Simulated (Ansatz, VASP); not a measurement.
**Two plane-wave programs on Ti**

```xyz
1
Lattice="-1.5097 1.5097 1.5097 1.5097 -1.5097 1.5097 1.5097 1.5097 -1.5097" Properties=species:S:1:pos:R:3 pbc="T T T"
Ti    0.0000    0.0000    0.0000
```

Change from the starting cell: strain -0.080 along x and y, -0.080 along z, atoms carried along.

Alike in both runs: task single point; functional r2SCAN; k mesh 20 × 20 × 20; occupations gaussian, width 0.15 eV; no spin polarisation.

|  | VASP | Ansatz |
| --- | --- | --- |
| version | VASP 6.6.1 | Ansatz 0.2.0 |
| potentials or method | VASP PAW PBE potentials, release 64 (Ti_sv) | scalar-relativistic, plane waves, PAW |
| plane-wave cutoff (eV) | 520 | 500 |
| valence electrons in the cell | 12 | 12 |

```csv
,VASP,Ansatz,Ansatz less VASP
gap on the k mesh at the Fermi level (eV),none,none,-
pressure (GPa),35.7,34.9,-0.81
```

A gap of «none» marks a metal or a gap that the smearing closes.

Caveats: so large a pressure means that the cell lies far from this level's equilibrium, or that cutoff or potentials fall short (VASP); the potentials were made for another functional, which shifts forces and pressure (VASP).
